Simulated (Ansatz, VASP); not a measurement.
**Si2Mo in VASP and in Ansatz**

File INCAR:

```
ALGO = Fast ; EDIFF = 1E-6
ENCUT = 520 ; GGA = PE
ISIF = 2 ; ISMEAR = -1
LASPH = T ; LCHARG = F
LREAL = F ; LWAVE = F
NBANDS = 18 ; NELM = 100
PREC = Accurate ; SIGMA = 0.05
```

File KPOINTS:

```
k-points
0
Gamma
  16 16 16
```

POSCAR

```
Si2Mo
1.0
   -1.6084159349      1.6084159349      3.9365726644
    1.6084159349     -1.6084159349      3.9365726644
    1.6084159349      1.6084159349     -3.9365726644
Si Mo
2 1
Direct
    0.3351023399      0.3351023399      0.0000000000
    0.6648976601      0.6648976601      0.0000000000
    0.0000000000      0.0000000000      0.0000000000
```

Input for Ansatz:

```yaml
crystal:
  lattice:
    - [-1.6084159349, 1.6084159349, 3.9365726644]
    - [1.6084159349, -1.6084159349, 3.9365726644]
    - [1.6084159349, 1.6084159349, -3.9365726644]
  atoms:
    - { symbol: Si, position: [0.3351023399, 0.3351023399, 0.0] }
    - { symbol: Si, position: [0.6648976601, 0.6648976601, 0.0] }
    - { symbol: Mo, position: [0.0, 0.0, 0.0] }
kpoints:
  mp_grid: { grid: [16, 16, 16] }
  band_path:
    path:
      - [0.0, 0.0, 0.0]
      - [0.0, 0.0, 0.5]
      - [0.25, 0.25, 0.25]
      - [0.0, 0.5, 0.0]
      - [0.0, 0.0, 0.0]
      - [0.5, 0.5, -0.5]
      - [0.2917349789, 0.7082650211, -0.2917349789]
      - [-0.2917349789, 0.2917349789, 0.2917349789]
      - [0.0, 0.0, 0.0]
    npoints: 14
scf:
  occupations: { method: fermi_dirac, width: 0.05 }
hamiltonian:
  xc: pbe
  pseudopotentials: { kind: all_electron, lapw: { basis_error: 0.0005 } }
output:
  forces: true
  stress: true
  eigenvalues: true
  populations: true
```

The cell was relaxed by an earlier calculation.

Alike in both runs: task single point; functional PBE; k mesh 16 × 16 × 16; occupations fermi-dirac, width 0.05 eV; no spin polarisation.

|  | VASP | Ansatz |
| --- | --- | --- |
| version | VASP 6.6.1 | Ansatz 0.2.0 |
| potentials or method | VASP PAW PBE potentials, release 64 (Si, Mo_sv) | all-electron LAPW, scalar-relativistic |
| plane-wave cutoff (eV) | 520 | see its input |

|  | VASP | Ansatz | Ansatz less VASP |
| --- | --- | --- | --- |
| pressure (GPa) | 0.2 | 0.0 | -0.13 |

Ansatz ran all-electron here, so the differences hold the error of VASP's frozen core and of both bases.
